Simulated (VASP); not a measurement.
# CrI3 (R-3) in VASP: further runs

Runs on CrI3. Level: PBE+D3(BJ). Tasks: relaxation of cell and atoms.

Program: VASP 6.6.1. These are calculated values, not measurements. Logs are shortened: lines on timing, memory, paths and dates and some standing lists are left out, and cuts for length are marked.

## (1) The crystal as given

The structure is trigonal, space group R-3 (No. 148). Conventional cell: a = 6.832 Å, b = 6.832 Å, c = 19.864 Å, α = 90.00°, β = 90.00°, γ = 120.00°. Cr (site symmetry 3) has 6 I at 2.75 Å as nearest neighbours. I (site symmetry 1) has 2 Cr at 2.75 Å as nearest neighbours.

The cell was built by a generator and needn't be a form met in nature.

## (2) Relaxation of cell and atoms, PBE+D3(BJ), collinear spin, ferromagnetic start

Contents of INCAR:

```
SYSTEM = CrI3
ALGO = Normal
AMIX = 0.2
AMIX_MAG = 0.8
BMIX = 1E-4
BMIX_MAG = 1E-4
EDIFF = 1E-6
EDIFFG = -0.01
ENCUT = 600
GGA = PE
IBRION = 2
ISIF = 3
ISMEAR = 0
ISPIN = 2
IVDW = 12
KPAR = 4
LASPH = .TRUE.
LCHARG = .FALSE.
LMAXMIX = 4
LORBIT = 11
LREAL = .FALSE.
LWAVE = .FALSE.
MAGMOM = 3 3 0 0 0 0 0 0
NELM = 150
NSW = 90
PREC = Accurate
SIGMA = 0.03
```

Contents of KPOINTS:

```
k-points
0
G
  6 6 5
  0 0 0
```

Contents of POSCAR:

```
CrI3
1.0
    3.4161901800      1.9723383200      6.6213696700
   -3.4161901800      1.9723383200      6.6213696700
    0.0000000000     -3.9446766400      6.6213696700
Cr I
2 6
Direct
    0.1666666700      0.1666666700      0.1666666700
    0.8333333300      0.8333333300      0.8333333300
    0.7553333300      0.0886666700      0.4220000000
    0.4220000000      0.7553333300      0.0886666700
    0.0886666700      0.4220000000      0.7553333300
    0.5780000000      0.2446666700      0.9113333300
    0.9113333300      0.5780000000      0.2446666700
    0.2446666700      0.9113333300      0.5780000000
```

Potentials or basis: VASP PAW PBE potentials, release 64 (Cr_pv, I).

Run with:

```sh
$ cat potpaw_PBE.64/Cr_pv/POTCAR potpaw_PBE.64/I/POTCAR > POTCAR
$ mpirun -np 4 vasp_std > vasp.out
```

OUTCAR:

```text
SYSTEM = CrI3
   AMIX = 0.2
   AMIX_MAG = 0.8
   EDIFF = 1E-6
   EDIFFG = -0.01
   ENCUT = 600
   GGA = PE
   IBRION = 2
   ISIF = 3
   ISMEAR = 0
   ISPIN = 2
   IVDW = 12
   LASPH = .TRUE.
   LORBIT = 11
   LREAL = .FALSE.
   NELM = 150
   NSW = 90
   PREC = Accurate
 IVDW          = 12

 ion  position               nearest neighbor table
   1  0.167  0.167  0.167-   6 2.75   8 2.75   7 2.75   5 2.75   3 2.75   4 2.75
   2  0.833  0.833  0.833-   3 2.75   4 2.75   5 2.75   7 2.75   8 2.75   6 2.75
   3  0.755  0.089  0.422-   2 2.75   1 2.75
   4  0.422  0.755  0.089-   2 2.75   1 2.75
   5  0.089  0.422  0.755-   2 2.75   1 2.75
   6  0.578  0.245  0.911-   1 2.75   2 2.75
   7  0.911  0.578  0.245-   1 2.75   2 2.75
   8  0.245  0.911  0.578-   1 2.75   2 2.75

  LATTYP: Found a trigonal (rhomboedric) cell.
 ALAT       =     7.7073348248
 COS(alpha) =     0.6070786539

  Lattice vectors:

 A1 = (   3.4161901800,   1.9723383200,   6.6213696700)
 A2 = (  -3.4161901800,   1.9723383200,   6.6213696700)
 A3 = (   0.0000000000,  -3.9446766400,   6.6213696700)

Analysis of symmetry for initial positions (statically):
=====================================================================
 Subroutine PRICEL returns:
 Original cell was already a primitive cell.

 Routine SETGRP: Setting up the symmetry group for a
 trigonal (rhombohedral) supercell.

 Subroutine GETGRP returns: Found  6 space group operations
 (whereof  6 operations were pure point group operations)
 out of a pool of 12 trial point group operations.

The static configuration has the point symmetry S_6 .

Analysis of symmetry for dynamics (positions and initial velocities):
=====================================================================
 Subroutine PRICEL returns:
 Original cell was already a primitive cell.

 Routine SETGRP: Setting up the symmetry group for a
 trigonal (rhombohedral) supercell.

 Subroutine GETGRP returns: Found  6 space group operations
 (whereof  6 operations were pure point group operations)
 out of a pool of 12 trial point group operations.

The dynamic configuration has the point symmetry S_6 .

Analysis of structural, dynamic, and magnetic symmetry:
=====================================================================
 Subroutine PRICEL returns:
 Original cell was already a primitive cell.

 Routine SETGRP: Setting up the symmetry group for a
 trigonal (rhombohedral) supercell.

 Subroutine GETGRP returns: Found  6 space group operations
 (whereof  6 operations were pure point group operations)
 out of a pool of 12 trial point group operations.

The overall configuration has the point symmetry S_6 .

 Subroutine INISYM returns: Found  6 space group operations
 (whereof  6 operations are pure point group operations),
 and found     1 'primitive' translations

----------------------------------------------------------------------------------------

                                     Primitive cell

  volume of cell :     267.6841

  direct lattice vectors                    reciprocal lattice vectors
     3.416190180  1.972338320  6.621369670     0.146361875  0.084502068  0.050342052
    -3.416190180  1.972338320  6.621369670    -0.146361875  0.084502068  0.050342052
     0.000000000 -3.944676640  6.621369670     0.000000000 -0.169004136  0.050342052

  length of vectors
     7.707334825  7.707334825  7.707334825     0.176342621  0.176342621  0.176342621

  position of ions in fractional coordinates (direct lattice)
     0.166666670  0.166666670  0.166666670
     0.833333330  0.833333330  0.833333330
     0.755333330  0.088666670  0.422000000
     0.422000000  0.755333330  0.088666670
     0.088666670  0.422000000  0.755333330
     0.578000000  0.244666670  0.911333330
     0.911333330  0.578000000  0.244666670
     0.244666670  0.911333330  0.578000000

  ion indices of the primitive-cell ions
   primitive index   ion index
                 1           1
                 2           2
                 3           3
                 4           4
                 5           5
                 6           6
                 7           7
[... 52 lines left out ...]
  0.000000  0.000000  0.000000      1.000000
  0.166667 -0.000000  0.000000      4.000000
  0.333333 -0.000000 -0.000000      4.000000
  0.500000  0.000000  0.000000      2.000000
  0.166667  0.166667  0.000000      2.000000
  0.333333  0.166667 -0.000000      2.000000
[... 16 lines left out ...]
 -0.166667 -0.000000  0.200000      2.000000
  0.000000  0.166667  0.200000      2.000000
 [... further k-points ...]
   k-points           NKPTS =     89   k-points in BZ     NKDIM =     89   number of bands    NBANDS=     42
   number of dos      NEDOS =    301   number of ions     NIONS =      8
   total plane-waves  NPLWV = 262144
   dimension x,y,z NGX =    64 NGY =   64 NGZ =   64
   dimension x,y,z NGXF=   128 NGYF=  128 NGZF=  128
   ions per type =               2   6
   NGX,Y,Z   is equivalent  to a cutoff of  13.80, 13.80, 13.80 a.u.
   NGXF,Y,Z  is equivalent  to a cutoff of  27.61, 27.61, 27.61 a.u.
 SYSTEM =  CrI3
   PREC   = accura    normal or accurate (medium, high low for compatibility)
   ISTART =      0    job   : 0-new  1-cont  2-samecut
   ICHARG =      2    charge: 1-file 2-atom 10-const
   ISPIN  =      2    spin polarized calculation?
   LNONCOLLINEAR =      F non collinear calculations
   LSORBIT =      F    spin-orbit coupling
   LASPH  =      T    aspherical Exc in radial PAW
   ENCUT  =  600.0 eV  44.10 Ry    6.64 a.u.  15.39 15.39 15.39*2*pi/ulx,y,z
   NELM   =    150;   NELMIN=  2; NELMDL= -5     # of ELM steps
   EDIFF  = 0.1E-05   stopping-criterion for ELM
   LREAL  =      F    real-space projection
   EDIFFG = -.1E-01   stopping-criterion for IOM
   NSW    =     90    number of steps for IOM
   IBRION =      2    ionic relax: 0-MD 1-quasi-New 2-CG
   NFREE  =      1    steps in history (QN), initial steepest desc. (CG)
   ISIF   =      3    stress and relaxation
   ISYM   =      2    0-nonsym 1-usesym 2-fastsym
   POTIM  = 0.5000    time-step for ionic-motion
   TEBEG  =    0.0;   TEEND  =   0.0 temperature during run
   PSTRESS=    0.0 pullay stress
   NELECT =      66.0000    total number of electrons
   NUPDOWN=      -1.0000    fix difference up-down
   EMIN   =  10.00;   EMAX   =-10.00  energy-range for DOS
   EFERMI =   0.00;   METHOD = LEGACY
   ISMEAR =     0;   SIGMA  =   0.03  broadening in eV -4-tet -1-fermi 0-gaus
   EFERMI_NEDOS =   21; number of points for ismear=-14 and -15
   IALGO  =     38    algorithm
   IMIX   =      4    mixing-type and parameters
     AMIX     =   0.20;   BMIX     =  0.00
     AMIX_MAG =   0.80;   BMIX_MAG =  0.00
  volume/ion in A,a.u.               =      33.46       225.80
  Fermi-wavevector in a.u.,A,eV,Ry     =   1.026554  1.939907 14.338009  1.053814
  Thomas-Fermi vector in A             =   2.160453
   LORBIT       =     11    0 simple, 1 ext, 2 COOP (PROOUT), +10 PAW based schemes
   GGA     = PE    functional components
   LHFCALC =     F    Hartree Fock is set to
   AEXX    =    0.0000 exact exchange contribution
   IVDW    =    12    specifies the selected vdW correction
   LEPSILON=     F    determine dielectric tensor
   LRPA    =     F    only Hartree local field effects (RPA)
 conjugate gradient relaxation of ions
 spin polarized calculation
 Gauss-broadening in eV      SIGMA  =   0.03
  energy-cutoff  :      600.00
  volume of cell :      267.68
 maximum number of plane-waves:      8968
 NGX is ok and might be reduce to    64
   NGX = 31   NGY = 31   NGZ = 31

--------------------------------------- Ionic step        1  -------------------------------------------

 number of electron      66.0000004 magnetization       6.0000002

 Free energy of the ion-electron system (eV)
  ---------------------------------------------------
  ext. energy  EPLUGINS =         0.00000000
  ---------------------------------------------------
  free energy    TOTEN  =       -31.37615001 eV

  energy without entropy =      -31.37615001  energy(sigma->0) =      -31.37615001

------------------------ aborting loop because EDIFF is reached ----------------------------------------

 Edisp (eV)   -2.94054

 E8    (eV) :    -1.3156
[... 123 lines left out ...]
  FREE ENERGIE OF THE ION-ELECTRON SYSTEM (eV)
  ---------------------------------------------------
  free  energy   TOTEN  =       -34.3917155291 eV

  energy  without entropy=      -34.3917155291  energy(sigma->0) =      -34.39171553

 E-fermi :   4.4525     XC(G=0):  -8.9137

 val. band max:        4.2003865850   @ k =   0.0000   0.0000   0.0000
 cond. band min:       5.2487804085   @ k =   0.3333   0.5000   0.2000
 fundamental gap:      1.0483938235
 Fermi energy:         4.4524943512

 spin component 1

 k-point     1 :       0.0000    0.0000    0.0000
  band No.  band energies     occupation
      1     -39.7951      1.00000
      2     -39.7939      1.00000
      3     -39.7935      1.00000
      4     -39.7935      1.00000
      5     -39.7900      1.00000
      6     -39.7900      1.00000
[... 2153 lines left out ...]
     41       9.7043      0.00000
     42      10.2150      0.00000

 [... further k-points ...]

[... ionic steps 4 to 10 ...]

--------------------------------------- Ionic step       11  -------------------------------------------

 number of electron      65.9999999 magnetization       5.9999999

------------------------ aborting loop because EDIFF is reached ----------------------------------------
[... 87 lines left out ...]
--------------------------------------- Ionic step       13  -------------------------------------------

 number of electron      65.9999999 magnetization       5.9999999

 Free energy of the ion-electron system (eV)
  ---------------------------------------------------
  ext. energy  EPLUGINS =         0.00000000
  ---------------------------------------------------
  free energy    TOTEN  =       -31.46447939 eV

  energy without entropy =      -31.46447939  energy(sigma->0) =      -31.46447939

 E-fermi :   4.1872     XC(G=0):  -8.8495

 val. band max:        4.0538366985   @ k =   0.1667  -0.3333   0.2000
 cond. band min:       5.1316923898   @ k =   0.5000   0.5000   0.4000
 fundamental gap:      1.0778556913
 Fermi energy:         4.1871550586

 spin component 1

 k-point     1 :       0.0000    0.0000    0.0000
  band No.  band energies     occupation
      1     -39.9307      1.00000
      2     -39.9297      1.00000
      3     -39.9273      1.00000
      4     -39.9273      1.00000
      5     -39.9242      1.00000
      6     -39.9242      1.00000
[... 2194 lines left out ...]
  FREE ENERGIE OF THE ION-ELECTRON SYSTEM (eV)
  ---------------------------------------------------
  free  energy   TOTEN  =       -34.4672809743 eV

  energy  without entropy=      -34.4672809743  energy(sigma->0) =      -34.46728097

 reached required accuracy - stopping structural energy minimisation

 total charge

# of ion       s       p       d       tot
------------------------------------------
    1        0.251   6.223   4.060  10.534
    2        0.251   6.223   4.060  10.534
    3        1.515   2.770   0.026   4.310
    4        1.515   2.770   0.026   4.310
    5        1.515   2.770   0.026   4.310
    6        1.515   2.770   0.026   4.310
    7        1.515   2.770   0.026   4.310
    8        1.515   2.770   0.026   4.310
--------------------------------------------------
tot          9.592  29.065   8.274  46.931

 magnetization (x)

# of ion       s       p       d       tot
------------------------------------------
    1        0.035   0.034   2.909   2.978
    2        0.035   0.034   2.909   2.978
    3       -0.001  -0.063   0.005  -0.059
    4       -0.001  -0.063   0.005  -0.059
    5       -0.001  -0.063   0.005  -0.059
    6       -0.001  -0.063   0.005  -0.059
    7       -0.001  -0.063   0.005  -0.059
    8       -0.001  -0.063   0.005  -0.059
--------------------------------------------------
tot          0.065  -0.311   5.849   5.603
```

It took 67 min on 4 MPI ranks of Intel Xeon 6975P-C (Granite Rapids), shared host; peak memory 2 GiB.

Results:

```yaml
Free_energy: -34.4673 eV
Relaxed_volume: 32.67 Å³/atom
Relaxed_cell: a = 7.600 Å, b = 7.600 Å, c = 7.600 Å, α = 53.25°, β = 53.25°, γ = 53.25°
Space_group_after_relaxing_to_0.05_Å: R-3 (No. 148)
Energy_gained_by_relaxing: 18.8 meV/atom
Ionic_steps: 13
Pressure_after_relaxing: 0.0 GPa
Largest_force_after_relaxing: 0.005 eV/Å
Band_gap_on_the_k_mesh: 1.08 eV, indirect (least direct gap 1.16 eV)
Net_moment: 6.00 μB per cell
Site_moments: Cr +2.98; I -0.06 μB
Valence_electrons_inside_the_program's_atomic_spheres: Cr 10.53; I 4.31
Dispersion_energy_per_atom: -0.375 eV
```

Forces on the atoms (eV/Å):
```
Cr   0.000  0.000 -0.002
Cr   0.000  0.000  0.002
I   -0.004 -0.001 -0.003
I    0.003 -0.003 -0.003
I    0.001  0.004 -0.003
I   -0.003  0.003  0.003
I   -0.001 -0.004  0.003
I    0.004  0.001  0.003
```

The path:
| step | energy change (eV) | largest force (eV/Å) | pressure (GPa) | volume (Å³) |
| --- | --- | --- | --- | --- |
| 1 | 0.0000 | 0.4421 | -1.43 | 267.68 |
| 2 | -0.0741 | 0.2708 | 0.55 | 256.28 |
| 3 | -0.0750 | 0.2717 | 0.34 | 257.34 |
| 4 | -0.0984 | 0.2130 | 0.29 | 258.02 |
| 5 | -0.1358 | 0.0607 | 0.12 | 260.08 |
| 6 | -0.1380 | 0.0435 | 0.08 | 260.69 |
| 7 | -0.1477 | 0.0239 | -0.04 | 262.08 |
| 8 | -0.1495 | 0.0189 | -0.12 | 262.90 |
| 9 | -0.1495 | 0.0188 | -0.13 | 262.97 |
| 10 | -0.1495 | 0.0532 | 0.15 | 261.22 |
| 11 | -0.1500 | 0.0276 | 0.01 | 262.13 |
| 12 | -0.1503 | 0.0190 | 0.02 | 261.86 |
| 13 | -0.1506 | 0.0052 | 0.02 | 261.38 |

Final structure:
```
Cr I
1.0
     3.40609    1.96651    6.50376
    -3.40609    1.96651    6.50376
     0.00000   -3.93301    6.50376
Cr I
2 6
Direct
  0.16619 0.16619 0.16619
  0.83381 0.83381 0.83381
  0.76834 0.07075 0.42173
  0.42173 0.76834 0.07075
  0.07075 0.42173 0.76834
  0.57827 0.23166 0.92925
  0.92925 0.57827 0.23166
  0.23166 0.92925 0.57827
```

Caveat: spin-orbit coupling is left out, which moves the levels of the heavy elements; an odd mesh through Γ misses points on the zone boundary, where band edges often lie.

## (3) Relaxation of cell and atoms, PBE+D3(BJ), collinear spin, ferromagnetic start

This run uses another cell than the first one, of 32.67 Å³/atom, 0.976 times its volume.

INCAR: that of step 2 with these lines changed.

```diff
@@ -6,4 +6,4 @@
 BMIX_MAG = 1E-4
-EDIFF = 1E-6
-EDIFFG = -0.01
+EDIFF = 1E-7
+EDIFFG = -0.005
 ENCUT = 600
```

KPOINTS is that of step 2.

Contents of POSCAR:

```
CrI3                                    
1.0
    3.4060900708      1.9665071345      6.5037557704
   -3.4060901707      1.9665069616      6.5037557704
    0.0000000998     -3.9330140962      6.5037557704
  Cr              I             
     2     6
Direct
     0.1661858582980946    0.1661858582980946    0.1661858582980946
     0.8338141417019055    0.8338141417019055    0.8338141417019055
     0.7683387447448778    0.0707548410250492    0.4217281126798338
     0.4217281126798335    0.7683387447448775    0.0707548410250497
     0.0707548410250494    0.4217281126798341    0.7683387447448772
     0.5782718873201665    0.2316612552551225    0.9292451589749503
     0.9292451589749504    0.5782718873201660    0.2316612552551228
     0.2316612552551223    0.9292451589749510    0.5782718873201662
```

Potentials or basis: VASP PAW PBE potentials, release 64 (Cr_pv, I).

Run with:

```sh
$ cat potpaw_PBE.64/Cr_pv/POTCAR potpaw_PBE.64/I/POTCAR > POTCAR
$ mpirun -np 4 vasp_std > vasp.out
```

It took 24 min on 4 MPI ranks of Intel Xeon 6975P-C (Granite Rapids), shared host; peak memory 2 GiB.

Results (log left out):

```yaml
Free_energy: -34.4667 eV
Relaxed_volume: 32.68 Å³/atom
Relaxed_cell: a = 7.595 Å, b = 7.595 Å, c = 7.595 Å, α = 53.33°, β = 53.33°, γ = 53.33°
Space_group_after_relaxing_to_0.05_Å: R-3 (No. 148)
Energy_gained_by_relaxing: 0.0 meV/atom
Ionic_steps: 4
Pressure_after_relaxing: 0.0 GPa
Largest_force_after_relaxing: 0.004 eV/Å
Band_gap_on_the_k_mesh: 1.08 eV, indirect (least direct gap 1.16 eV)
Net_moment: 6.00 μB per cell
Site_moments: Cr +2.98; I -0.06 μB
Valence_electrons_inside_the_program's_atomic_spheres: Cr 10.53; I 4.31
Dispersion_energy_per_atom: -0.375 eV
```

Forces in eV/Å, atoms in the order of the input:
```
Cr   0.000  0.000 -0.001
Cr   0.000  0.000  0.001
I    0.000 -0.001 -0.004
I    0.001  0.000 -0.004
I   -0.001  0.001 -0.004
I   -0.001  0.000  0.004
I    0.001 -0.001  0.004
I    0.000  0.001  0.004
```

Final structure:
```xyz
8
Lattice="3.4083 1.9678 6.4960 -3.4083 1.9678 6.4960 0.0000 -3.9356 6.4960" Properties=species:S:1:pos:R:3 pbc="T T T"
Cr    0.0000    0.0000    3.2383
Cr    0.0000    0.0000   16.2496
I     2.3771   -0.0088    8.1899
I    -1.1810    2.0630    8.1899
I    -1.1961   -2.0543    8.1899
I     1.1810   -2.0630   11.2980
I     1.1961    2.0543   11.2980
I    -2.3771    0.0088   11.2980
```

Levels at points of the mesh, in eV from the valence-band top:
Spin up:
```
           k point  band 34  band 35  band 36  band 37  band 38  band 39
(0.00, 0.00, 0.00)    -0.11    -0.04    -0.04     1.37     1.37     1.62
(0.50, 0.00, 0.00)    -0.52    -0.17    -0.01     1.22     1.35     1.43
(0.50, 0.50, 0.00)    -0.40    -0.23    -0.15     1.13     1.24     1.45
```
Spin down:
```csv
k point,band 26,band 27,band 28,band 29,band 30,band 31,band 32,band 33,band 34,band 35
"(0.00, 0.00, 0.00)",-0.70,-0.70,-0.16,-0.16,-0.16,1.87,1.87,1.92,1.93,2.18
"(0.50, 0.00, 0.00)",-1.21,-1.20,-0.80,-0.75,-0.44,1.66,1.72,2.09,2.18,2.19
"(0.50, 0.50, 0.00)",-1.45,-1.35,-0.92,-0.89,-0.47,1.74,1.77,2.01,2.11,2.23
```

Caveat: spin-orbit coupling is left out, which moves the levels of the heavy elements; an odd mesh through Γ misses points on the zone boundary, where band edges often lie.
